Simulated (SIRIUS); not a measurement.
# Ca (Fm-3m) in SIRIUS: further runs

The runs below take Ca through equation of state, with BLYP.

Everything below comes from runs of SIRIUS 7.12.0. Logs are shortened: lines on timing, memory, paths and dates and some standing lists are left out, and cuts for length are marked. The log counts tension as positive stress, the text compression.

**1. The crystal as given**

Symmetry: Fm-3m, No. 225, cubic system. The conventional cell has a = 5.588 Å, b = 5.588 Å, c = 5.588 Å, α = 90.00°, β = 90.00°, γ = 90.00°. Ca (site symmetry m-3m) is surrounded by 12 Ca at 3.95 Å.

**2. Equation of state, BLYP, 41.01 Å³/atom (volume scaled by 0.94)**

sirius.json reads:

```json
{
  "control": {
    "processing_unit": "cpu",
    "std_evp_solver_name": "lapack",
    "gen_evp_solver_name": "lapack",
    "verbosity": 2,
    "print_forces": false,
    "ortho_rf": true,
    "use_second_variation": true,
    "rmt_max": 3.0,
    "num_bands_to_print": 11,
    "save_wf": true
  },
  "parameters": {
    "electronic_structure_method": "full_potential_lapwlo",
    "xc_functionals": ["XC_GGA_X_B88", "XC_GGA_C_LYP"],
    "core_relativity": "dirac",
    "valence_relativity": "iora",
    "num_fv_states": 11,
    "smearing": "fermi_dirac",
    "smearing_width": 0.0018374661,
    "pw_cutoff": 20,
    "gk_cutoff": 3.25,
    "lmax_apw": 10,
    "lmax_rho": 8,
    "lmax_pot": 8,
    "num_mag_dims": 0,
    "auto_rmt": 0,
    "ngridk": [8, 8, 8],
    "shiftk": [0, 0, 0],
    "num_dft_iter": 80,
    "energy_tol": 1e-07,
    "density_tol": 1e-05,
    "use_symmetry": true
  },
  "settings": {"tol_ne": 1e-10},
  "iterative_solver": {"type": "exact"},
  "mixer": {"type": "anderson", "beta": 0.5, "max_history": 8},
  "unit_cell": {
    "lattice_vectors": [[0.0, 5.1724818239, 5.1724818239], [5.1724818239, 0.0, 5.1724818239], [5.1724818239, 5.1724818239, 0.0]],
    "atom_types": ["Ca"],
    "atom_files": {"Ca": "Ca.json"},
    "atoms": {"Ca": [[0.0, 0.0, 0.0]]}
  }
}
```

Ca.json reads:

```json
{
  "name": "calcium",
  "symbol": "Ca",
  "number": 20,
  "mass": 40.078,
  "rmin": 1e-06,
  "rmt": 2.4,
  "nrmt": 800,
  "rinf": 19.35,
  "core": "1s2s2p",
  "valence": [
    {"basis": [{"enu": -0.08, "dme": 0, "n": 0, "auto": 0}, {"enu": -0.08, "dme": 1, "n": 0, "auto": 0}]},
    {"l": 0, "n": 1, "basis": [{"enu": 0.02, "dme": 0, "n": 0, "auto": 0}]},
    {"l": 1, "n": 2, "basis": [{"enu": 0.02, "dme": 0, "n": 0, "auto": 0}]},
    {"l": 2, "n": 3, "basis": [{"enu": 0.02, "dme": 0, "n": 0, "auto": 0}]},
    {"l": 3, "n": 4, "basis": [{"enu": 0.02, "dme": 0, "n": 0, "auto": 0}]}
  ],
  "lo": [
    {"l": 0, "basis": [{"enu": 0.02, "dme": 0, "n": 0, "auto": 0}, {"enu": 0.02, "dme": 1, "n": 0, "auto": 0}]},
    {
      "l": 0,
      "basis": [{"enu": -1.5575, "dme": 0, "n": 3, "auto": 1}, {"enu": -1.5575, "dme": 1, "n": 3, "auto": 1}]
    },
    {
      "l": 0,
      "basis": [{"enu": -1.5575, "dme": 1, "n": 3, "auto": 1}, {"enu": 0.02, "dme": 0, "n": 0, "auto": 0}]
    },
    {"l": 0, "basis": [{"enu": 0.02, "dme": 0, "n": 0, "auto": 0}, {"enu": 2.7978, "dme": 0, "n": 0, "auto": 0}]},
    {"l": 1, "basis": [{"enu": 0.02, "dme": 0, "n": 0, "auto": 0}, {"enu": 0.02, "dme": 1, "n": 0, "auto": 0}]},
    {
      "l": 1,
      "basis": [{"enu": -0.8668, "dme": 0, "n": 3, "auto": 1}, {"enu": -0.8668, "dme": 1, "n": 3, "auto": 1}]
    },
    {
      "l": 1,
      "basis": [{"enu": -0.8668, "dme": 1, "n": 3, "auto": 1}, {"enu": 0.02, "dme": 0, "n": 0, "auto": 0}]
    },
    {"l": 1, "basis": [{"enu": 0.02, "dme": 0, "n": 0, "auto": 0}, {"enu": 3.2144, "dme": 0, "n": 0, "auto": 0}]},
    {"l": 2, "basis": [{"enu": 0.02, "dme": 0, "n": 0, "auto": 0}, {"enu": 0.02, "dme": 1, "n": 0, "auto": 0}]},
    {"l": 2, "basis": [{"enu": 0.02, "dme": 1, "n": 0, "auto": 0}, {"enu": 0.02, "dme": 2, "n": 0, "auto": 0}]},
    {"l": 2, "basis": [{"enu": 0.02, "dme": 0, "n": 0, "auto": 0}, {"enu": 2.7283, "dme": 0, "n": 0, "auto": 0}]},
    {"l": 3, "basis": [{"enu": 0.02, "dme": 0, "n": 0, "auto": 0}, {"enu": 0.02, "dme": 1, "n": 0, "auto": 0}]}
  ],
  "free_atom": [... radial grid and density of the free atom, the start of the SCF ...]
}
```

sirius_start.json reads:

```json
{
  "control": {
    "processing_unit": "cpu",
    "std_evp_solver_name": "lapack",
    "gen_evp_solver_name": "lapack",
    "verbosity": 1,
    "print_forces": false,
    "ortho_rf": true,
    "use_second_variation": true,
    "rmt_max": 3.0,
    "num_bands_to_print": 11,
    "save_wf": false
  },
  "parameters": {
    "electronic_structure_method": "full_potential_lapwlo",
    "xc_functionals": ["XC_LDA_X", "XC_LDA_C_PW"],
    "core_relativity": "dirac",
    "valence_relativity": "iora",
    "num_fv_states": 11,
    "smearing": "fermi_dirac",
    "smearing_width": 0.0055123983,
    "pw_cutoff": 20,
    "gk_cutoff": 2.6,
    "lmax_apw": 10,
    "lmax_rho": 8,
    "lmax_pot": 8,
    "num_mag_dims": 0,
    "auto_rmt": 0,
    "ngridk": [3, 3, 3],
    "shiftk": [0, 0, 0],
    "num_dft_iter": 30,
    "energy_tol": 0.01,
    "density_tol": 0.05,
    "use_symmetry": true
  },
  "settings": {"tol_ne": 1e-10},
  "iterative_solver": {"type": "exact"},
  "mixer": {"type": "anderson", "beta": 0.5, "max_history": 8},
  "unit_cell": {
    "lattice_vectors": [[0.0, 5.1724818239, 5.1724818239], [5.1724818239, 0.0, 5.1724818239], [5.1724818239, 5.1724818239, 0.0]],
    "atom_types": ["Ca"],
    "atom_files": {"Ca": "Ca.json"},
    "atoms": {"Ca": [[0.0, 0.0, 0.0]]}
  }
}
```

Potentials or basis: all-electron FP-LAPW, apw+lo standard.

Run with:

```sh
$ OMP_NUM_THREADS=1 sirius.scf --input=sirius_start.json --output=start.json
$ OMP_NUM_THREADS=1 sirius.scf --input=sirius.json --output=output.json --task=1
```

Output:

```text
[info] SIRIUS version : 7.12.0
[info] number of MPI ranks           : 1
[info] MPI grid                      : 1 1
[info] maximum number of OMP threads : 1
[fft] FFT context for density and potential
[fft] =====================================
[fft]   plane wave cutoff                     : 20
[fft]   grid size                             : 50 50 50   total : 125000
[fft]   grid limits                           : -24 25   -24 25   -24 25
[fft]   number of G-vectors within the cutoff : 37461
[fft]   number of G-shells                    : 1001
[fft] FFT context for coarse grid
[fft] =====================================
[fft]   plane wave cutoff                     : 6.5
[fft]   grid size                             : 18 18 18   total : 5832
[fft]   grid limits                           : -8 9   -8 9   -8 9
[fft]   number of G-vectors within the cutoff : 1243
[fft]   number of G-shells                    : 53
[unit cell] lattice vectors
[unit cell]   a1 :       0.0000000000      5.1724818239      5.1724818239
[unit cell]   a2 :       5.1724818239      0.0000000000      5.1724818239
[unit cell]   a3 :       5.1724818239      5.1724818239      0.0000000000
[unit cell] reciprocal lattice vectors
[unit cell]   b1 :      -0.6073665912      0.6073665912      0.6073665912
[unit cell]   b2 :       0.6073665912     -0.6073665912      0.6073665912
[unit cell]   b3 :       0.6073665912      0.6073665912     -0.6073665912
[unit cell] unit cell volume :       276.77503563 [a.u.^3]
[unit cell] 1/sqrt(omega)    :         0.06010859
[unit cell] MT volume        :        57.90583579 (20.92%)
[unit cell] IT volume        :       218.86919984 (79.08%)
[unit cell] number of atom types : 1
[unit cell] type id : 0 symbol : Ca mt_radius :   2.400000 num_atoms : 1
[unit cell] total number of atoms : 1
[unit cell] number of symmetry classes : 1
[unit cell] atom id  type id  class id             position                      vector_field
[unit cell] ------------------------------------------------------------------------------------------
[unit cell]      0        0        0      0.00000   0.00000   0.00000      0.00000   0.00000   0.00000
[unit cell] atom id         position (Cartesian, a.u.)
[unit cell] ---------------------------------------------
[unit cell]      0       0.000000    0.000000    0.000000
[unit cell] class id : 0 atom id : 0
[unit cell] minimum bond length:     7.314994
[sym] space group number   : 225
[sym] international symbol : Fm-3m
[sym] Hall symbol          : -F 4 2 3
[sym] space group transformation matrix :
[sym]   0.0000  0.5000  0.5000
[sym]   0.5000  0.0000  0.5000
[sym]   0.5000  0.5000  0.0000
[sym] space group origin shift :
[sym]   0.0000  0.0000  0.0000
[sym] number of space group operations  : 48
[sym] number of magnetic group operations : 48
[... 214 lines left out ...]
[find] valence_eval_sum               :      -7.09659483
[find] core_eval_sum                  :    -391.88257857
[find] kinetic energy                 :     684.56352431
[find] enuc                           :    -810.87305770
[find] <rho|V^{XC}>                   :     -46.87840071
[find] <rho|E^{XC}>                   :     -36.33186226
[find] <mag|B^{XC}>                   :       0.00000000
[find] <rho|V^{H}>                    :   -1036.66429701
[find] smearing (-TS)                 :      -0.00039044
[find] SCF correction                 :       0.36310102
[find] Total energy                   :    -680.61044314 (Ha),   -1361.22088628 (Ry)
[find] Free energy (E-TS)             :    -680.61083358 (Ha),   -1361.22166715 (Ry)
[find] band gap (eV)                  :       0.00000000
[find] Efermi                         :       0.12147008
[find] iteration : 0, RMS (target) : 1.6274e-01 (1.0000e-05) , energy difference (target) : -6.8061e+02 (1.0000e-07)
[find] +------------------------------+
[find] | SCF iteration   1 out of  80|
[find] +------------------------------+
[generate_radial_functions] Linearization energies
[generate_radial_functions] Atom : Ca, class id : 0
[generate_radial_functions] augmented waves
[generate_radial_functions] local orbitals
[generate_radial_functions] {l: 0, n: 3, enu: -1.41562, dme: 0, auto: 1}
[generate_radial_functions] {l: 0, n: 3, enu: -1.41562, dme: 1, auto: 1}
[generate_radial_functions] {l: 0, n: 3, enu: -1.41562, dme: 1, auto: 1}
[generate_radial_functions] {l: 1, n: 3, enu: -0.707614, dme: 0, auto: 1}
[generate_radial_functions] {l: 1, n: 3, enu: -0.707614, dme: 1, auto: 1}
[generate_radial_functions] {l: 1, n: 3, enu: -0.707614, dme: 1, auto: 1}
[diagonalize] Lowest band energies
[diagonalize] ik:    0   -1.418715   -0.719656   -0.719656   -0.719656   -0.022083    0.206414    0.206414    0.206414    0.245339    0.245339    0.468968
[diagonalize] ik:    1   -1.418628   -0.720439   -0.719753   -0.719753   -0.012072    0.197015    0.209808    0.209808    0.242950    0.242950    0.473321
[diagonalize] ik:    2   -1.418423   -0.722440   -0.719987   -0.719987    0.016256    0.175110    0.211643    0.211643    0.246322    0.246322    0.402153
[diagonalize] ik:    3   -1.418219   -0.724394   -0.720270   -0.720270    0.056924    0.148114    0.205702    0.205702    0.262047    0.262047    0.340189
[diagonalize] ik:    4   -1.418134   -0.725220   -0.720369   -0.720369    0.088316    0.124764    0.202546    0.202546    0.271293    0.271293    0.314842
[diagonalize] ...
[diagonalize] ik:   24   -1.418042   -0.724057   -0.721812   -0.721255    0.088690    0.150883    0.170177    0.240746    0.257635    0.280383    0.352638
[diagonalize] ik:   25   -1.417973   -0.723930   -0.722618   -0.721367    0.121656    0.140785    0.161246    0.229628    0.268779    0.300093    0.306760
[diagonalize] ik:   26   -1.418000   -0.723623   -0.722884   -0.721075    0.113106    0.153301    0.153705    0.226181    0.261036    0.286552    0.344173
[diagonalize] ik:   27   -1.417947   -0.724420   -0.722128   -0.721710    0.117383    0.144878    0.161030    0.245962    0.278042    0.290809    0.323336
[diagonalize] ik:   28   -1.417945   -0.723271   -0.723271   -0.721705    0.131929    0.151197    0.151197    0.217374    0.278079    0.318515    0.319108
[generate_core_charge_density] atom class : 0
[generate_core_charge_density]   n,l,k : 1 0 1  energy :        -144.89817344
[generate_core_charge_density]   n,l,k : 2 0 1  energy :         -14.91421888
[generate_core_charge_density]   n,l,k : 2 1 1  energy :         -12.08700411
[generate_core_charge_density]   n,l,k : 2 1 2  energy :         -11.95120932
[find] Total energy                   :    -680.61049848 (Ha),   -1361.22099696 (Ry)
[find] iteration : 1, RMS (target) : 7.5580e-02 (1.0000e-05) , energy difference (target) : -5.5340e-05 (1.0000e-07)
[find] Total energy                   :    -680.61050443 (Ha),   -1361.22100887 (Ry)
[find] iteration : 2, RMS (target) : 5.0367e-03 (1.0000e-05) , energy difference (target) : -5.9547e-06 (1.0000e-07)
[find] Total energy                   :    -680.61050734 (Ha),   -1361.22101468 (Ry)
[find] iteration : 3, RMS (target) : 8.1056e-04 (1.0000e-05) , energy difference (target) : -2.9097e-06 (1.0000e-07)
[find] Total energy                   :    -680.61050805 (Ha),   -1361.22101610 (Ry)
[find] iteration : 4, RMS (target) : 1.6398e-04 (1.0000e-05) , energy difference (target) : -7.0817e-07 (1.0000e-07)
[find] Total energy                   :    -680.61050836 (Ha),   -1361.22101673 (Ry)
[find] iteration : 5, RMS (target) : 1.6172e-05 (1.0000e-05) , energy difference (target) : -3.1205e-07 (1.0000e-07)
[find] Charges and magnetic moments
[find] --------------------------------------------------------------------------------
[find] atom      charge    core leakage
[... 7 lines left out ...]
[find] valence_eval_sum               :      -6.97456620
[find] core_eval_sum                  :    -391.50868700
[find] kinetic energy                 :     685.93125433
[find] enuc                           :    -811.43464598
[find] <rho|V^{XC}>                   :     -46.90318813
[find] <rho|E^{XC}>                   :     -36.35145193
[find] <mag|B^{XC}>                   :       0.00000000
[find] <rho|V^{H}>                    :   -1037.51131939
[find] smearing (-TS)                 :      -0.00038647
[find] SCF correction                 :      -0.00000510
[find] Total energy                   :    -680.61050838 (Ha),   -1361.22101677 (Ry)
[find] Free energy (E-TS)             :    -680.61089485 (Ha),   -1361.22178970 (Ry)
[find] band gap (eV)                  :       0.00000000
[find] Efermi                         :       0.12896860
[find] iteration : 6, RMS (target) : 2.2513e-06 (1.0000e-05) , energy difference (target) : -2.0245e-08 (1.0000e-07)
[find] converged after 7 SCF iterations!
[find] Charges and magnetic moments
[find] --------------------------------------------------------------------------------
[find] atom      charge    core leakage
[find] --------------------------------------------------------------------------------
[find]    0   18.126363    1.950416e-08
[find] total core leakage    : 1.95041620e-08
[find] interstitial charge   : 1.873636
[find] total charge          : 19.999999
[find] Energy
[find] --------------------------------------------------------------------------------
[find] valence_eval_sum               :      -6.97456620
[find] core_eval_sum                  :    -391.50868700
[find] kinetic energy                 :     685.93125433
[find] enuc                           :    -811.43464598
[find] <rho|V^{XC}>                   :     -46.90318813
[find] <rho|E^{XC}>                   :     -36.35145193
[find] <mag|B^{XC}>                   :       0.00000000
[find] <rho|V^{H}>                    :   -1037.51131939
[find] smearing (-TS)                 :      -0.00038647
[find] SCF correction                 :      -0.00000510
[find] Total energy                   :    -680.61050838 (Ha),   -1361.22101677 (Ry)
[find] Free energy (E-TS)             :    -680.61089485 (Ha),   -1361.22178970 (Ry)
[find] band gap (eV)                  :       0.00000000
[find] Efermi                         :       0.12896860
```

Run time: 24 s. Hardware: 1 thread of Intel Xeon Platinum 8259CL at 2.50GHz (Skylake/Cascade Lake), shared host; peak memory 0.35 GiB.

What came out:

```
Free energy                                       : -18520.3659 eV
Band gap on the k mesh                            : none (metal or under the smearing width)
All electrons inside the program's atomic spheres : Ca 18.13 (radii Ca 2.4 bohr)
```

**3. Equation of state, BLYP, 41.89 Å³/atom (volume scaled by 0.96)**

Edit sirius.json of step 2 so:

```diff
@@ -39,3 +39,3 @@
   "unit_cell": {
-    "lattice_vectors": [[0.0, 5.1724818239, 5.1724818239], [5.1724818239, 0.0, 5.1724818239], [5.1724818239, 5.1724818239, 0.0]],
+    "lattice_vectors": [[0.0, 5.2089089523, 5.2089089523], [5.2089089523, 0.0, 5.2089089523], [5.2089089523, 5.2089089523, 0.0]],
     "atom_types": ["Ca"],
```

Ca.json is that of step 2.

Edit sirius_start.json of step 2 so:

```diff
@@ -39,3 +39,3 @@
   "unit_cell": {
-    "lattice_vectors": [[0.0, 5.1724818239, 5.1724818239], [5.1724818239, 0.0, 5.1724818239], [5.1724818239, 5.1724818239, 0.0]],
+    "lattice_vectors": [[0.0, 5.2089089523, 5.2089089523], [5.2089089523, 0.0, 5.2089089523], [5.2089089523, 5.2089089523, 0.0]],
     "atom_types": ["Ca"],
```

Potentials or basis: all-electron FP-LAPW, apw+lo standard.

Run with:

```sh
$ OMP_NUM_THREADS=1 sirius.scf --input=sirius_start.json --output=start.json
$ OMP_NUM_THREADS=1 sirius.scf --input=sirius.json --output=output.json --task=1
```

Wall time 23 s (1 thread of Intel Xeon Platinum 8259CL at 2.50GHz (Skylake/Cascade Lake), shared host); peak memory 0.35 GiB.

It converged, with:

* Free energy: -18520.3678 eV
* Band gap on the k mesh: none (metal or under the smearing width)
* All electrons inside the program's atomic spheres: Ca 18.12 (radii Ca 2.4 bohr)

**4. Equation of state, BLYP, 42.76 Å³/atom (volume scaled by 0.98)**

Edit sirius.json of step 3 so:

```diff
@@ -39,3 +39,3 @@
   "unit_cell": {
-    "lattice_vectors": [[0.0, 5.2089089523, 5.2089089523], [5.2089089523, 0.0, 5.2089089523], [5.2089089523, 5.2089089523, 0.0]],
+    "lattice_vectors": [[0.0, 5.2448335975, 5.2448335975], [5.2448335975, 0.0, 5.2448335975], [5.2448335975, 5.2448335975, 0.0]],
     "atom_types": ["Ca"],
```

Ca.json is that of step 3.

Edit sirius_start.json of step 3 so:

```diff
@@ -39,3 +39,3 @@
   "unit_cell": {
-    "lattice_vectors": [[0.0, 5.2089089523, 5.2089089523], [5.2089089523, 0.0, 5.2089089523], [5.2089089523, 5.2089089523, 0.0]],
+    "lattice_vectors": [[0.0, 5.2448335975, 5.2448335975], [5.2448335975, 0.0, 5.2448335975], [5.2448335975, 5.2448335975, 0.0]],
     "atom_types": ["Ca"],
```

Run with:

```sh
$ OMP_NUM_THREADS=1 sirius.scf --input=sirius_start.json --output=start.json
$ OMP_NUM_THREADS=1 sirius.scf --input=sirius.json --output=output.json --task=1
```

It took 23 s on 1 thread of Intel Xeon Platinum 8259CL at 2.50GHz (Skylake/Cascade Lake), shared host; peak memory 0.35 GiB.

It converged, with:

| Quantity | Value |
| --- | --- |
| Free energy | -18520.3685 eV |
| Band gap on the k mesh | none (metal or under the smearing width) |
| All electrons inside the program's atomic spheres | Ca 18.11 (radii Ca 2.4 bohr) |

(Continued in part 2 of 2.)
